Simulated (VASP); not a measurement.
The system is Pt.

```
Pt
1.0
     2.76067    0.00000    0.00000
    -1.38033    2.39081    0.00000
     0.00000    0.00000    4.79213
Pt
2
Direct
  0.33333 0.66667 0.25000
  0.66667 0.33333 0.75000
```

This isn't the form of Pt at room conditions, which is fcc.

- Program: VASP 6.6.1
- Task: relaxation of cell and atoms
- Functional: PBEsol
- Potentials or basis: VASP PAW PBE potentials, release 64 (Pt)
- Cutoff: 600 eV
- k mesh: 10 × 10 × 6
- Occupations: fermi-dirac, width 0.05 eV
- Spin: no spin polarisation

At the start: pressure -10.9 GPa; volume 15.81 Å³/atom.

Question: Where does the relaxation end?

Answer: Over 9 steps the energy falls by 24.1 meV/atom and the volume is 15.14 Å³/atom (-4.3 %); space group P6_3/mmc (No. 194, to 0.05 Å).

Step by step:
```
step  energy change (eV)  largest force (eV/Å)  pressure (GPa)  volume (Å³)
   1              0.0000                0.0000          -10.90        31.63
   2              0.3689                0.0000           45.19        26.95
   3             -0.0477                0.0000           -0.60        30.35
   4             -0.0478                0.0000           -0.07        30.30
   5             -0.0478                0.0000            0.18        30.27
   6             -0.0482                0.0000            0.19        30.26
   7             -0.0483                0.0000            0.22        30.25
   8             -0.0482                0.0000           -0.56        30.33
   9             -0.0483                0.0000            0.01        30.27
```

Final structure:
```
Pt
1.0
     2.72577    0.00000    0.00000
    -1.36288    2.36059    0.00000
     0.00000    0.00000    4.70513
Pt
2
Direct
  0.33333 0.66667 0.25000
  0.66667 0.33333 0.75000
```

Caveat: the PAW data sets were made with another functional, which shifts forces and pressure a little.
